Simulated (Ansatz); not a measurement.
The system is Cd.

```xyz
2
Lattice="2.9789 0.0000 0.0000 -1.4894 2.5798 0.0000 0.0000 0.0000 5.6177" Properties=species:S:1:pos:R:3 pbc="T T T"
Cd    1.4894    0.8599    4.2132
Cd    0.0000    1.7199    1.4044
```

Base run:

| Quantity | Value |
| --- | --- |
| Program | Ansatz 0.2.0 |
| Functional | PBE |
| Potentials or basis | all-electron LAPW, scalar-relativistic |
| Cutoff | 197 eV (chosen from the basis error) |
| Basis error allowed | 0.003 eV/atom |
| k mesh | 7 × 7 × 4 |
| Occupations | fermi-dirac, width 0.03 eV |
| Spin | no spin polarisation |

Its results: band gap on the k mesh none (metal or under the smearing width); pressure 2.6 GPa.

Problem. The run is repeated on the same cell with these changes: k mesh from 7 × 7 × 4 to 6 × 6 × 3. What comes out?

Solution. Band gap on the k mesh none (metal or under the smearing width); pressure 3.0 GPa.

Caveats: some runs use coarse meshes; the k mesh is thin for a metal, which can move the energy by tens of meV per atom (some runs).
